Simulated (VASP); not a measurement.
Wanted: the native input for a VASP 6.6.1 run.

```
Task                   : single point
Functional             : PBE
Potentials or basis    : VASP PAW PBE potentials, release 64 (Bi_d, Se)
Cutoff                 : 520 eV
k mesh                 : 8 × 8 × 8
Occupations            : fermi-dirac, width 0.05 eV
Spin                   : no spin polarisation
Dipole correction      : no
Further INCAR settings : ALGO = Normal; EDIFF = 1e-06; NBANDS = 32
```

The structure of Bi2Se3 (Paraguanajuatite) lies in POSCAR:

```
Bi2Se3
1.0
    2.0715000000      1.1959810826      9.5453333333
   -2.0715000000      1.1959810826      9.5453333333
    0.0000000000     -2.3919621653      9.5453333333
Bi Se
2 3
Direct
    0.5992000000      0.5992000000      0.5992000000
    0.4008000000      0.4008000000      0.4008000000
    0.7883000000      0.7883000000      0.7883000000
    0.2117000000      0.2117000000      0.2117000000
    0.0000000000      0.0000000000      0.0000000000
```

The input as run:

INCAR

```
SYSTEM = Bi2Se3
ALGO = Normal ; EDIFF = 1E-6
ENCUT = 520 ; GGA = PE
ISIF = 2 ; ISMEAR = -1
LASPH = .True. ; LCHARG = .False.
LREAL = .False. ; LWAVE = .False.
NBANDS = 32 ; NELM = 60
PREC = Accurate ; SIGMA = 0.05
```

KPOINTS

```
k-points
0
Gamma
  8 8 8
  0 0 0
```

Potentials or basis: VASP PAW PBE potentials, release 64 (Bi_d, Se).

Launch:

```console
$ cat potpaw_PBE.64/Bi_d/POTCAR potpaw_PBE.64/Se/POTCAR > POTCAR
$ mpirun -np 1 vasp_std > vasp.out
```

It gave:

```yaml
Pressure: 2.6 GPa
Largest_force: 0.171 eV/Å
Band_gap_on_the_k_mesh: 0.21 eV, direct
```

Caveat: spin-orbit coupling is left out, which as a rule narrows the gap of such compounds by several tenths of an eV.

Wall time 23 min on 1 thread of Intel(R) Xeon(R) 6975P-C (Granite Rapids), on a shared host, peak memory 1 GiB.
